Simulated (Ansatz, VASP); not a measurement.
One calculation of Te2Mo, two programs

The input INCAR:

```
  ALGO = Normal
  EDIFF = 1E-7
  ENCUT = 520
  GGA = PE
  ISIF = 2
  ISMEAR = -1
  LASPH = T
  LCHARG = F
  LREAL = F
  LWAVE = F
  NBANDS = 35
  NELM = 60
  PREC = Accurate
  SIGMA = 0.05
```

File KPOINTS:

```
k-points
0
Gamma
  9 9 2
```

File POSCAR:

```
Te2Mo
1.0
    3.5122724371      0.0000000000      0.0000000000
   -1.7561362185      3.0417171555      0.0000000000
    0.0000000000      0.0000000000     24.4759339641
Te Mo
4 2
Direct
    0.3333333333      0.6666666667      0.2236394800
    0.6666666667      0.3333333333      0.9206288600
    0.6666666667      0.3333333333      0.7763605200
    0.3333333333      0.6666666667      0.0793711400
    0.6666666667      0.3333333333      0.1515414900
    0.3333333333      0.6666666667      0.8484585100
```

File input.yaml:

```yaml
crystal:
  lattice:
    - [3.5122724371, 0.0, 0.0]
    - [-1.7561362185, 3.0417171555, 0.0]
    - [0.0, 0.0, 24.4759339641]
  atoms:
    - { symbol: Te, position: [0.3333333333, 0.6666666667, 0.22363948] }
    - { symbol: Te, position: [0.6666666667, 0.3333333333, 0.92062886] }
    - { symbol: Te, position: [0.6666666667, 0.3333333333, 0.77636052] }
    - { symbol: Te, position: [0.3333333333, 0.6666666667, 0.07937114] }
    - { symbol: Mo, position: [0.6666666667, 0.3333333333, 0.15154149] }
    - { symbol: Mo, position: [0.3333333333, 0.6666666667, 0.84845851] }
hamiltonian:
  xc: pbe
  pseudopotentials: { kind: paw }
kpoints:
  mp_grid: { grid: [9, 9, 2] }
scf:
  occupations: { method: fermi_dirac, width: 0.05 }
output:
  forces: true
  stress: true
  eigenvalues: true
  write_density: true
  write_potential: true
  elf: true
  volumetric_format: npy
```

Change from the starting cell: volume scaled by 0.96.

Alike in both runs: task single point; functional PBE; k mesh 9 × 9 × 2; occupations fermi-dirac, width 0.05 eV; no spin polarisation.

|  | VASP | Ansatz |
| --- | --- | --- |
| version | VASP 6.6.1 | Ansatz 0.2.0 |
| potentials or method | VASP PAW PBE potentials, release 64 (Te, Mo_sv) | Ansatz PAW |
| plane-wave cutoff (eV) | 520 | 420 |
| valence electrons in the cell | 52 | 92 |

Ansatz gave:

* gap on the k mesh at the Fermi level (eV): 1.09
* least direct gap on the mesh (eV): 1.09
* rms of the force components (eV/Å): 0.398

Problem. Which values does VASP return?

Solution. gap on the k mesh at the Fermi level (eV): 1.09; least direct gap on the mesh (eV): 1.09; rms of the force components (eV/Å): 0.406.

Atom by atom the forces differ by 0.008 eV/Å (rms over components). The functional is the same, so the differences come from potentials, cutoffs and numerics. The two sets of potentials don't hold the same shells in valence.

Caveats: spin-orbit coupling is left out, which moves the levels of the heavy elements; odd divisions of the mesh miss points on the zone boundary, where band edges often lie, so the gap on the mesh can be too wide (Ansatz).
